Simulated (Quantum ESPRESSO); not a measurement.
A run of Quantum ESPRESSO 7.5:

Contents of pw.in:

```
&CONTROL
  calculation = 'vc-relax'
  prefix = 'pwscf'
  outdir = './tmp'
  pseudo_dir = './pseudo'
  tprnfor = .true.
  tstress = .true.
  disk_io = 'low'
  nstep = 40
  forc_conv_thr = 0.0004
  etot_conv_thr = 1d-05
/
&SYSTEM
  ibrav = 0
  A = 3.9514021
  nat = 2
  ntyp = 2
  ecutwfc = 63
  ecutrho = 506
  nbnd = 14
  input_dft = 'pz'
  occupations = 'smearing'
  smearing = 'fd'
  degauss = 0.00367493
/
&ELECTRONS
  conv_thr = 4d-10
  electron_maxstep = 120
  mixing_beta = 0.5
/
&IONS
  ion_dynamics = 'bfgs'
/
&CELL
  cell_dynamics = 'bfgs'
  press = 200
  press_conv_thr = 0.3
/
ATOMIC_SPECIES
Cl    35.4500 cl_pbe_v1.4.uspp.F.UPF
Na    22.9898 na_pbe_v1.5.uspp.F.UPF
CELL_PARAMETERS alat
   0.0000000000    0.7071067806    0.7071067806
   0.7071067806    0.0000000000    0.7071067806
   0.7071067806    0.7071067806    0.0000000000
ATOMIC_POSITIONS alat
Cl     0.7071067806    0.7071067806    0.7071067806
Na     0.0000000000    0.0000000000    0.0000000000
K_POINTS automatic
8 8 8 0 0 0
```

Potentials or basis: SSSP 1.3 efficiency PBE.

Command:

```bash
$ OMP_NUM_THREADS=1 pw.x -in pw.in > pw.out
```

Hardware: 1 thread of Intel(R) Xeon(R) 6975P-C (Granite Rapids), on a shared host.

Question: Estimate the wall time of this run.

Answer: Run time: 89 s on 1 thread of Intel(R) Xeon(R) 6975P-C (Granite Rapids), on a shared host, peak memory 0.25 GiB. Counts: scf iterations 52, k pools 1, bands 14, ion steps 6, k points 29, g dense 56833.
